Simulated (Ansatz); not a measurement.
Runs of Ansatz 0.2.0 on MnSb. It takes space group P6_3/mmc (No. 194, hexagonal). Conventional cell: a = 4.150 Å, b = 4.150 Å, c = 5.780 Å, α = 90.00°, β = 90.00°, γ = 120.00°. Sb (site symmetry -6m2) is surrounded by 6 Mn at 2.80 Å. Around Mn (site symmetry -3m) lie 6 Sb at 2.80 Å and 2 Mn at 2.89 Å. 

| task | level | cell | cutoff (eV) | points for each segment of the path | gap on the mesh (eV) | pressure (GPa) | moment (μB) | relaxed volume (Å³/atom) |
| --- | --- | --- | --- | --- | --- | --- | --- | --- |
| relaxation of cell and atoms | revPBE+D4 | relaxed | 420 | - | - | 0.0 | 6.01 | 19.17 |
| relaxation of cell and atoms | revPBE+D3(BJ) | relaxed | 420 | - | - | 0.0 | (a) | 18.89 |
| band structure | BLYP | as given | 420 | 14 | none | 1.1 | 6.57 | - |
| band structure | r2SCAN | as given | 500 | 14 | none | 0.3 | 7.47 | - |
| relaxation of cell and atoms | BLYP | relaxed | 420 | - | - | 0.0 | 6.68 | (b) |
| relaxation of cell and atoms | BLYP+D3(BJ) | relaxed | 420 | - | - | 0.0 | 5.73 | 19.19 |

Alike in all rows: potentials or basis Ansatz PAW; spin collinear, ferromagnetic start; k mesh 7 × 7 × 5; smearing fermi-dirac 0.05 eV.

Task: Fill in the values left out.

Result: (a) 5.90; (b) 22.03.

Caveats: only a ferromagnetic start was run, and an antiferromagnetic order may lie lower in energy; the PAW data sets come from PBE, with cores solved anew for the run's functional, which leaves a small shift of forces and pressure; the plane-wave basis is chosen anew once the cell has moved, so the energies of steps on either side of that aren't comparable (some runs); the volume moved by -11 % from the deposited cell, more than functionals usually miss (some runs); spin-orbit coupling is left out, which moves the levels of the heavy elements (some runs); the volume moved by -12 % from the deposited cell, more than functionals usually miss (some runs); the magnetic or orbital state may not be the lowest (some runs).

A k mesh can miss the band edges, and the runs leave out spin-orbit coupling on Sb.

A gap of «none» marks a metal or a gap under the smearing width.

Runs at the PBE level aren't shown here.
